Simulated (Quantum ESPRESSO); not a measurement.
# Al (Fm-3m) in Quantum ESPRESSO: notebook, part 2 of 2

Quantum ESPRESSO 7.5.

## 4. Band structure, PBE

Contents of pw.in:

```
&CONTROL
  calculation = 'scf'
  prefix = 'pwscf'
  outdir = './tmp'
  pseudo_dir = './pseudo'
  tprnfor = .true.
  tstress = .true.
  disk_io = 'low'
/
&SYSTEM
  ibrav = 0
  A = 2.86350669
  nat = 1
  ntyp = 1
  ecutwfc = 40
  nbnd = 6
  occupations = 'smearing'
  smearing = 'fd'
  degauss = 0.00367493
/
&ELECTRONS
  conv_thr = 2d-10
  electron_maxstep = 120
  mixing_beta = 0.5
/
ATOMIC_SPECIES
Al    26.9815 Al.upf
CELL_PARAMETERS alat
   0.0000000000    0.7071067817    0.7071067817
   0.7071067817    0.0000000000    0.7071067817
   0.7071067817    0.7071067817    0.0000000000
ATOMIC_POSITIONS alat
Al     0.0000000000    0.0000000000    0.0000000000
K_POINTS automatic
11 11 11 0 0 0
```

Contents of bands.in:

```
&CONTROL
  calculation = 'bands'
  prefix = 'pwscf'
  outdir = './tmp'
  pseudo_dir = './pseudo'
  disk_io = 'low'
  verbosity = 'high'
/
&SYSTEM
  ibrav = 0
  A = 2.86350669
  nat = 1
  ntyp = 1
  ecutwfc = 40
  nbnd = 6
  occupations = 'smearing'
  smearing = 'fd'
  degauss = 0.00367493
/
&ELECTRONS
  conv_thr = 1d-08
  electron_maxstep = 120
  mixing_beta = 0.5
  diago_full_acc = .true.
  startingwfc = 'random'
/
ATOMIC_SPECIES
Al    26.9815 Al.upf
CELL_PARAMETERS alat
   0.0000000000    0.7071067817    0.7071067817
   0.7071067817    0.0000000000    0.7071067817
   0.7071067817    0.7071067817    0.0000000000
ATOMIC_POSITIONS alat
Al     0.0000000000    0.0000000000    0.0000000000
K_POINTS crystal
60
 0.0000000000  0.0000000000  0.0000000000 1
 0.0625000000  0.0000000000  0.0625000000 1
 0.1250000000  0.0000000000  0.1250000000 1
 0.1875000000  0.0000000000  0.1875000000 1
 0.2500000000  0.0000000000  0.2500000000 1
 0.3125000000  0.0000000000  0.3125000000 1
 0.3750000000  0.0000000000  0.3750000000 1
 0.4375000000  0.0000000000  0.4375000000 1
 0.5000000000  0.0000000000  0.5000000000 1
 0.5000000000  0.0625000000  0.5625000000 1
 0.5000000000  0.1250000000  0.6250000000 1
 0.5000000000  0.1875000000  0.6875000000 1
 0.5000000000  0.2500000000  0.7500000000 1
 0.4375000000  0.3125000000  0.7500000000 1
 0.3750000000  0.3750000000  0.7500000000 1
 0.3375000000  0.3375000000  0.6750000000 1
 0.3000000000  0.3000000000  0.6000000000 1
 0.2625000000  0.2625000000  0.5250000000 1
 0.2250000000  0.2250000000  0.4500000000 1
 0.1875000000  0.1875000000  0.3750000000 1
 0.1500000000  0.1500000000  0.3000000000 1
 0.1125000000  0.1125000000  0.2250000000 1
 0.0750000000  0.0750000000  0.1500000000 1
 0.0375000000  0.0375000000  0.0750000000 1
 0.0000000000  0.0000000000  0.0000000000 1
 0.0625000000  0.0625000000  0.0625000000 1
 0.1250000000  0.1250000000  0.1250000000 1
 0.1875000000  0.1875000000  0.1875000000 1
 0.2500000000  0.2500000000  0.2500000000 1
 0.3125000000  0.3125000000  0.3125000000 1
 0.3750000000  0.3750000000  0.3750000000 1
 0.4375000000  0.4375000000  0.4375000000 1
 0.5000000000  0.5000000000  0.5000000000 1
 0.5250000000  0.4500000000  0.5250000000 1
 0.5500000000  0.4000000000  0.5500000000 1
 0.5750000000  0.3500000000  0.5750000000 1
 0.6000000000  0.3000000000  0.6000000000 1
 0.6250000000  0.2500000000  0.6250000000 1
 0.5833333333  0.2500000000  0.6666666667 1
 0.5416666667  0.2500000000  0.7083333333 1
 0.5000000000  0.2500000000  0.7500000000 1
 0.5000000000  0.2857142857  0.7142857143 1
 0.5000000000  0.3214285714  0.6785714286 1
 0.5000000000  0.3571428571  0.6428571429 1
 0.5000000000  0.3928571429  0.6071428571 1
 0.5000000000  0.4285714286  0.5714285714 1
 0.5000000000  0.4642857143  0.5357142857 1
 0.5000000000  0.5000000000  0.5000000000 1
 0.4821428571  0.4821428571  0.5357142857 1
 0.4642857143  0.4642857143  0.5714285714 1
 0.4464285714  0.4464285714  0.6071428571 1
 0.4285714286  0.4285714286  0.6428571429 1
 0.4107142857  0.4107142857  0.6785714286 1
 0.3928571429  0.3928571429  0.7142857143 1
 0.3750000000  0.3750000000  0.7500000000 1
 0.6250000000  0.2500000000  0.6250000000 1
 0.5937500000  0.1875000000  0.5937500000 1
 0.5625000000  0.1250000000  0.5625000000 1
 0.5312500000  0.0625000000  0.5312500000 1
 0.5000000000  0.0000000000  0.5000000000 1
```

Potentials or basis: PseudoDojo 0.5 SR PBE stringent.

The run is started by

```
> OMP_NUM_THREADS=1 pw.x -in pw.in > pw.out
> OMP_NUM_THREADS=1 pw.x -in bands.in > bands.out
```

pw.out:

```text
This program is part of the open-source Quantum ESPRESSO suite
     for quantum simulation of materials; please cite
[... 9 lines left out ...]
     --------------------
     sticks:   dense  smooth     PW     G-vecs:    dense   smooth      PW
     Sum         313     313    109                 3839     3839     749

     Using Slab Decomposition

     bravais-lattice index     =            0
     lattice parameter (alat)  =       5.4112  a.u.
     unit-cell volume          =     112.0408 (a.u.)^3
     number of atoms/cell      =            1
     number of atomic types    =            1
     number of electrons       =         3.00
     number of Kohn-Sham states=            6
     kinetic-energy cutoff     =      40.0000  Ry
     charge density cutoff     =     160.0000  Ry
     scf convergence threshold =      2.0E-10
     mixing beta               =       0.5000
     number of iterations used =            8  plain     mixing
     Exchange-correlation= PBE
                           (   1   4   3   4   0   0   0)

     celldm(1)=   5.411243  celldm(2)=   0.000000  celldm(3)=   0.000000
     celldm(4)=   0.000000  celldm(5)=   0.000000  celldm(6)=   0.000000

     crystal axes: (cart. coord. in units of alat)
               a(1) = (   0.000000   0.707107   0.707107 )
               a(2) = (   0.707107   0.000000   0.707107 )
               a(3) = (   0.707107   0.707107   0.000000 )

     reciprocal axes: (cart. coord. in units 2 pi/alat)
               b(1) = ( -0.707107  0.707107  0.707107 )
               b(2) = (  0.707107 -0.707107  0.707107 )
               b(3) = (  0.707107  0.707107 -0.707107 )

     PseudoPot. # 1 for Al read from file:
     Al.upf
     Pseudo is Norm-conserving + core correction, Zval =  3.0
     Generated using ONCVPSP code by D. R. Hamann
     Using radial grid of 1876 points,  6 beta functions with:
                l(1) =   0
                l(2) =   0
                l(3) =   1
                l(4) =   1
                l(5) =   2
                l(6) =   2

     atomic species   valence    mass     pseudopotential
     Al                3.00    26.98150     Al( 1.00)

     48 Sym. Ops., with inversion, found

   Cartesian axes

     site n.     atom                  positions (alat units)
         1        Al     tau(   1) = (   0.0000000   0.0000000   0.0000000  )

     number of k points=    56  Fermi-Dirac smearing, width (Ry)=  0.0037
                       cart. coord. in units 2pi/alat
        k(    1) = (   0.0000000   0.0000000   0.0000000), wk =   0.0015026
        k(    2) = (   0.0642824   0.0642824  -0.0642824), wk =   0.0120210
        k(    3) = (   0.1285649   0.1285649  -0.1285649), wk =   0.0120210
        k(    4) = (   0.1928473   0.1928473  -0.1928473), wk =   0.0120210
        k(    5) = (   0.2571297   0.2571297  -0.2571297), wk =   0.0120210
        k(    6) = (   0.3214122   0.3214122  -0.3214122), wk =   0.0120210
[... 48 lines left out ...]
        k(   55) = (  -0.0642824  -0.4499770   0.7071068), wk =   0.0360631
        k(   56) = (  -0.0000000  -0.3856946   0.6428243), wk =   0.0360631

     Dense  grid:     3839 G-vectors     FFT dimensions: (  24,  24,  24)

     Initial potential from superposition of free atoms

     starting charge       2.9976, renormalised to       3.0000
     Starting wfcs are    4 randomized atomic wfcs +    2 random wfcs

     Self-consistent Calculation

     iteration #  1     ecut=    40.00 Ry     beta= 0.50
     Davidson diagonalization with overlap
     ethr =  1.00E-02,  avg # of iterations =  6.0

     Threshold (ethr) on eigenvalues was too large:
     Diagonalizing with lowered threshold

     Davidson diagonalization with overlap
     ethr =  1.94E-04,  avg # of iterations =  3.9

     total energy              =      -4.63618306 Ry
     estimated scf accuracy    <       0.00573670 Ry

     iteration #  2     ecut=    40.00 Ry     beta= 0.50
     Davidson diagonalization with overlap
     ethr =  1.91E-04,  avg # of iterations =  1.0

     total energy              =      -4.63585850 Ry
     estimated scf accuracy    <       0.00128828 Ry

     iteration #  3     ecut=    40.00 Ry     beta= 0.50
     Davidson diagonalization with overlap
     ethr =  4.29E-05,  avg # of iterations =  1.6

     total energy              =      -4.63589010 Ry
     estimated scf accuracy    <       0.00000183 Ry

     iteration #  4     ecut=    40.00 Ry     beta= 0.50
     Davidson diagonalization with overlap
     ethr =  6.11E-08,  avg # of iterations =  4.8

     total energy              =      -4.63589254 Ry
     estimated scf accuracy    <       0.00000001 Ry

     iteration #  5     ecut=    40.00 Ry     beta= 0.50
     Davidson diagonalization with overlap
     ethr =  3.66E-10,  avg # of iterations =  2.6

     total energy              =      -4.63589256 Ry
     estimated scf accuracy    <          5.7E-10 Ry

     iteration #  6     ecut=    40.00 Ry     beta= 0.50
     Davidson diagonalization with overlap
     ethr =  1.90E-11,  avg # of iterations =  1.7

     End of self-consistent calculation

          k = 0.0000 0.0000 0.0000 (   531 PWs)   bands (ev):

    -3.2297  20.4427  20.4427  21.8719  21.8719  21.8719

          k = 0.0643 0.0643-0.0643 (   495 PWs)   bands (ev):

    -3.0061  17.5249  19.7935  19.7935  22.5611  22.8609

          k = 0.1286 0.1286-0.1286 (   489 PWs)   bands (ev):

    -2.3373  13.8853  19.0607  19.0607  22.3348  23.6802

          k = 0.1928 0.1928-0.1928 (   483 PWs)   bands (ev):

    -1.2294  10.4639  18.6525  18.6525  22.1253  22.1480

          k = 0.2571 0.2571-0.2571 (   483 PWs)   bands (ev):

     0.3077   7.3632  18.6085  18.6085  20.7239  20.7240

          k = 0.3214 0.3214-0.3214 (   470 PWs)   bands (ev):

     2.2596   4.6253  18.9366  18.9366  19.6486  19.6487

          k = 0.1286-0.0000 0.0000 (   495 PWs)   bands (ev):

    -2.9316  18.5329  18.5329  18.8404  21.2115  24.2108

          k = 0.1928 0.0643-0.0643 (   494 PWs)   bands (ev):

    -2.4115  15.2056  17.6085  18.9512  21.5451  22.1827

          k = 0.2571 0.1286-0.1286 (   486 PWs)   bands (ev):

    -1.4504  11.7349  17.0537  18.6108  19.9132  23.6779

          k = 0.3214 0.1928-0.1928 (   486 PWs)   bands (ev):

    -0.0569   8.5364  16.8749  18.2729  18.5173  23.1854

          k = 0.3857 0.2571-0.2571 (   478 PWs)   bands (ev):

     1.7562   5.6814  17.0487  17.0749  18.7360  22.0128

          k =-0.2571-0.3857 0.3857 (   477 PWs)   bands (ev):

     3.1815   3.9943  16.1915  17.6543  19.3604  21.1925
[... 67 lines left out ...]
     3.9673   6.2318   9.6523  15.5398  17.3449  26.1163

          k = 0.0000-0.3857 0.3857 (   481 PWs)   bands (ev):

     2.0435   8.3804   9.8744  16.6280  18.5422  25.5886

          k = 0.5143-0.0000 0.0000 (   472 PWs)   bands (ev):

     1.4624  10.9183  13.7817  14.0005  14.0005  17.4748

          k = 0.5785 0.0643-0.0643 (   470 PWs)   bands (ev):

     2.8156   9.1952  11.1535  13.8114  15.0127  18.4451

          k =-0.0643-0.5785 0.5785 (   474 PWs)   bands (ev):

     4.5382   7.8702   8.5159  14.0045  15.5276  21.0976

          k = 0.0000-0.5143 0.5143 (   476 PWs)   bands (ev):

     5.9825   6.1840   7.6337  14.5802  16.2546  24.2917

          k = 0.6428 0.0000-0.0000 (   468 PWs)   bands (ev):

     3.9766   7.3718  13.1938  13.4935  13.4935  16.9391

          k =-0.0000-0.6428 0.6428 (   470 PWs)   bands (ev):

     5.0885   6.4113  10.8736  13.5578  14.7303  18.1864

          k = 0.2571 0.1286 0.0000 (   484 PWs)   bands (ev):

    -1.7454  13.8754  15.0953  19.6964  19.8068  21.6105

          k = 0.3214 0.1928-0.0643 (   481 PWs)   bands (ev):

    -0.6421  10.9309  14.2159  17.8312  20.0432  23.0937

          k = 0.3857 0.2571-0.1286 (   477 PWs)   bands (ev):

     0.8885   7.8975  14.1026  16.3210  20.1061  22.3472

          k =-0.2571-0.3857 0.5143 (   471 PWs)   bands (ev):

     2.8305   5.1853  14.4031  15.2156  20.4570  21.2818

          k = 0.3857 0.1286-0.0000 (   482 PWs)   bands (ev):

    -0.2765  12.2325  13.5210  15.3123  18.2641  20.3332

          k = 0.4500 0.1928-0.0643 (   475 PWs)   bands (ev):

     1.1045   9.5514  12.8311  13.6768  18.8139  22.1521

          k =-0.1928-0.4500 0.5785 (   481 PWs)   bands (ev):

     2.8985   6.7794  12.2548  13.1212  19.1660  23.9609

          k =-0.1286-0.3857 0.5143 (   475 PWs)   bands (ev):

     4.3069   5.1124  11.4266  13.6740  19.8149  23.2417

          k =-0.0643-0.3214 0.4500 (   478 PWs)   bands (ev):

     2.2581   7.6212  11.0253  14.6692  20.8110  22.7161

          k = 0.0000-0.2571 0.3857 (   480 PWs)   bands (ev):

     0.5981  10.0306  11.5096  16.0633  22.0195  22.0886

          k = 0.5143 0.1286 0.0000 (   475 PWs)   bands (ev):

     1.7508  11.1329  11.1547  12.5541  17.1942  19.3857

          k =-0.1286-0.5143 0.6428 (   476 PWs)   bands (ev):

     3.3855   8.6991   9.7842  12.1277  18.0273  21.4691

          k =-0.0643-0.4500 0.5785 (   480 PWs)   bands (ev):

     5.3666   6.2216   8.8117  12.5377  18.6552  24.4220

          k = 0.0000-0.3857 0.5143 (   478 PWs)   bands (ev):

     4.0362   7.2815   8.7467  13.3995  19.5720  25.2817

          k =-0.0643-0.5785 0.7071 (   473 PWs)   bands (ev):

     4.2578   7.6498  10.5821  11.9879  16.6544  18.8870

          k =-0.0000-0.5143 0.6428 (   479 PWs)   bands (ev):

     5.6360   6.9677   8.4839  11.8467  17.7607  21.2317

          k =-0.1928-0.4500 0.7071 (   479 PWs)   bands (ev):

     2.6127   8.9307  10.3696  12.1111  21.0147  22.5342

          k =-0.1286-0.3857 0.6428 (   478 PWs)   bands (ev):

     4.5166   6.7860  10.1086  11.0197  21.9409  22.8341

          k =-0.0643-0.4500 0.7071 (   475 PWs)   bands (ev):

     5.0983   8.3808   8.4365   9.9833  20.4898  22.1892

          k =-0.0000-0.3857 0.6428 (   472 PWs)   bands (ev):

     6.4784   6.7326   8.1392  10.0168  21.7325  24.5553

     the Fermi energy is     7.8771 ev

!    total energy              =      -4.63589256 Ry
     estimated scf accuracy    <          4.1E-11 Ry
     smearing contrib. (-TS)   =      -0.00029474 Ry
     internal energy E=F+TS    =      -4.63559782 Ry

     The total energy is F=E-TS. E is the sum of the following terms:
     one-electron contribution =       2.91260373 Ry
     hartree contribution      =       0.00720637 Ry
     xc contribution           =      -2.16332301 Ry
     ewald contribution        =      -5.39208490 Ry

     convergence has been achieved in   6 iterations

     Forces acting on atoms (cartesian axes, Ry/au):

     atom    1 type  1   force =     0.00000000    0.00000000    0.00000000

     Total force =     0.000000     Total SCF correction =     0.000000

     Computing stress (Cartesian axis) and pressure

          total   stress  (Ry/bohr**3)                   (kbar)     P=       -6.64
  -0.00004513  -0.00000000  -0.00000000           -6.64       -0.00       -0.00
  -0.00000000  -0.00004513   0.00000000           -0.00       -6.64        0.00
  -0.00000000   0.00000000  -0.00004513           -0.00        0.00       -6.64

=------------------------------------------------------------------------------=
   JOB DONE.
=------------------------------------------------------------------------------=
```

It took 5.7 s on 1 thread of Arm Neoverse V1, shared host; peak memory 0.09 GiB.

Results:

```
Free energy            : -63.0745 eV
Pressure               : -0.7 GPa
Band gap on the k mesh : none (metal or under the smearing width)
```

Levels at the corners of the path, in eV from the Fermi level:
```csv
point,band 1,band 2,band 3,band 4,band 5,band 6
Γ,-11.11,12.57,12.57,12.57,13.99,13.99
X,-2.93,-1.61,5.24,5.55,5.55,8.99
W,-0.85,-0.85,0.17,1.07,15.75,15.75
K,-1.89,-1.36,-0.42,6.52,8.16,15.59
Γ,-11.11,12.57,12.57,12.57,13.99,13.99
L,-4.59,-4.38,11.32,11.32,11.41,11.41
U,-1.89,-1.36,-0.42,6.52,8.16,15.59
W,-0.85,-0.85,0.17,1.07,15.75,15.75
L,-4.59,-4.38,11.32,11.32,11.41,11.41
K,-1.89,-1.36,-0.42,6.52,8.16,15.59
U,-1.89,-1.36,-0.42,6.52,8.16,15.59
X,-2.93,-1.61,5.24,5.55,5.55,8.99
```

Caveat: some levels on the path didn't converge.

## 5. Band structure, PBE

pw.in, as its differences from that of step 4:

```diff
@@ -14,4 +14,4 @@
   ntyp = 1
-  ecutwfc = 40
-  nbnd = 6
+  ecutwfc = 75
+  nbnd = 11
   occupations = 'smearing'
@@ -26,3 +26,3 @@
 ATOMIC_SPECIES
-Al    26.9815 Al.upf
+Al    26.9815 Al_ONCV_PBE-1.2.upf
 CELL_PARAMETERS alat
```

Contents of pp_density.in:

```
&INPUTPP
  prefix = 'pwscf'
  outdir = './tmp'
  filplot = 'density.dat'
  plot_num = 0
/
&PLOT
  nfile = 1
  filepp(1) = 'density.dat'
  iflag = 3
  output_format = 6
  fileout = 'density.cube'
/
```

Contents of pp_potential.in:

```
&INPUTPP
  prefix = 'pwscf'
  outdir = './tmp'
  filplot = 'potential.dat'
  plot_num = 11
/
&PLOT
  nfile = 1
  filepp(1) = 'potential.dat'
  iflag = 3
  output_format = 6
  fileout = 'potential.cube'
/
```

Contents of pp_elf.in:

```
&INPUTPP
  prefix = 'pwscf'
  outdir = './tmp'
  filplot = 'elf.dat'
  plot_num = 8
/
&PLOT
  nfile = 1
  filepp(1) = 'elf.dat'
  iflag = 3
  output_format = 6
  fileout = 'elf.cube'
/
```

bands.in, as its differences from that of step 4:

```diff
@@ -13,4 +13,4 @@
   ntyp = 1
-  ecutwfc = 40
-  nbnd = 6
+  ecutwfc = 75
+  nbnd = 11
   occupations = 'smearing'
@@ -27,3 +27,3 @@
 ATOMIC_SPECIES
-Al    26.9815 Al.upf
+Al    26.9815 Al_ONCV_PBE-1.2.upf
 CELL_PARAMETERS alat
```

Potentials or basis: SG15 PBE 1.2.

The run is started by

```
> OMP_NUM_THREADS=1 pw.x -in pw.in > pw.out
> OMP_NUM_THREADS=1 pp.x -in pp_density.in > pp_density.out
> OMP_NUM_THREADS=1 pp.x -in pp_potential.in > pp_potential.out
> OMP_NUM_THREADS=1 pp.x -in pp_elf.in > pp_elf.out
> OMP_NUM_THREADS=1 pw.x -in bands.in > bands.out
```

Run time: 17 s. Hardware: 1 thread of Arm Neoverse V1, shared host; peak memory 0.09 GiB.

It converged, with:

```yaml
Free_energy: -1883.2035 eV
Pressure: -0.3 GPa
Band_gap_on_the_k_mesh: none (metal or under the smearing width)
```

Levels at the corners of the path, in eV from the Fermi level:
| point | band 5 | band 6 | band 7 | band 8 | band 9 |
| --- | --- | --- | --- | --- | --- |
| Γ | -11.12 | 12.70 | 12.70 | 12.70 | 14.03 |
| X | -2.94 | -1.61 | 5.30 | 5.54 | 5.54 |
| W | -0.86 | -0.86 | 0.17 | 1.06 | 15.85 |
| K | -1.90 | -1.37 | -0.42 | 6.52 | 8.21 |
| Γ | -11.12 | 12.70 | 12.70 | 12.70 | 14.03 |
| L | -4.59 | -4.39 | 11.33 | 11.33 | 11.52 |
| U | -1.90 | -1.37 | -0.42 | 6.52 | 8.21 |
| W | -0.86 | -0.86 | 0.17 | 1.06 | 15.85 |
| L | -4.59 | -4.39 | 11.33 | 11.33 | 11.52 |
| K | -1.90 | -1.37 | -0.42 | 6.52 | 8.21 |
| U | -1.90 | -1.37 | -0.42 | 6.52 | 8.21 |
| X | -2.94 | -1.61 | 5.30 | 5.54 | 5.54 |

## 6. Band structure, PBE

pw.in, as its differences from that of step 5:

```diff
@@ -14,4 +14,4 @@
   ntyp = 1
-  ecutwfc = 75
-  nbnd = 11
+  ecutwfc = 40
+  nbnd = 6
   occupations = 'smearing'
@@ -26,3 +26,3 @@
 ATOMIC_SPECIES
-Al    26.9815 Al_ONCV_PBE-1.2.upf
+Al    26.9815 13_Al_3_1.9_1.9_pbe_n_v1.0.upf
 CELL_PARAMETERS alat
```

pp_density.in is that of step 5.

pp_potential.in is that of step 5.

pp_elf.in is that of step 5.

bands.in, as its differences from that of step 5:

```diff
@@ -13,4 +13,4 @@
   ntyp = 1
-  ecutwfc = 75
-  nbnd = 11
+  ecutwfc = 40
+  nbnd = 6
   occupations = 'smearing'
@@ -27,3 +27,3 @@
 ATOMIC_SPECIES
-Al    26.9815 Al_ONCV_PBE-1.2.upf
+Al    26.9815 13_Al_3_1.9_1.9_pbe_n_v1.0.upf
 CELL_PARAMETERS alat
```

Potentials or basis: SPMS 1.0 PBE.

The run is started by

```
> OMP_NUM_THREADS=1 pw.x -in pw.in > pw.out
> OMP_NUM_THREADS=1 pp.x -in pp_density.in > pp_density.out
> OMP_NUM_THREADS=1 pp.x -in pp_potential.in > pp_potential.out
> OMP_NUM_THREADS=1 pp.x -in pp_elf.in > pp_elf.out
> OMP_NUM_THREADS=1 pw.x -in bands.in > bands.out
```

Wall time 6 s (1 thread of Arm Neoverse V1, shared host); peak memory 0.09 GiB.

It converged, with:

| Property | Result |
| --- | --- |
| Free energy | -63.2641 eV |
| Pressure | -0.7 GPa |
| Band gap on the k mesh | none (metal or under the smearing width) |

Levels at the corners of the path, in eV from the Fermi level:
```tsv
point	band 1	band 2	band 3	band 4	band 5	band 6
Γ	-11.11	12.57	12.57	12.57	14.00	14.00
X	-2.93	-1.61	5.24	5.56	5.56	9.00
W	-0.85	-0.85	0.17	1.07	15.76	15.76
K	-1.89	-1.36	-0.42	6.52	8.16	15.60
Γ	-11.11	12.57	12.57	12.57	14.00	14.00
L	-4.59	-4.38	11.33	11.33	11.41	11.41
U	-1.89	-1.36	-0.42	6.52	8.16	15.60
W	-0.85	-0.85	0.17	1.07	15.76	15.76
L	-4.59	-4.38	11.33	11.33	11.41	11.41
K	-1.89	-1.36	-0.42	6.52	8.16	15.60
U	-1.89	-1.36	-0.42	6.52	8.16	15.60
X	-2.93	-1.61	5.24	5.56	5.56	9.00
```

## 7. The runs side by side

```csv
potentials or basis,cutoff (eV),gap on the mesh (eV),pressure (GPa)
PseudoDojo 0.4.1 SR PBE standard,544,none,-0.7
PseudoDojo 0.5 SR PBE standard,544,none,-0.7
PseudoDojo 0.5 SR PBE stringent,544,none,-0.7
SG15 PBE 1.2,1020,none,-0.3
SPMS 1.0 PBE,544,none,-0.7
```

Alike in all rows: task band structure; level PBE; no spin polarisation; cell as given; k mesh 11 × 11 × 11; smearing fermi-dirac 0.05 eV.

Caveats: some levels on the path didn't converge (some runs).

Total energies depend on the potentials used, so only differences within one code and one set of settings carry meaning.
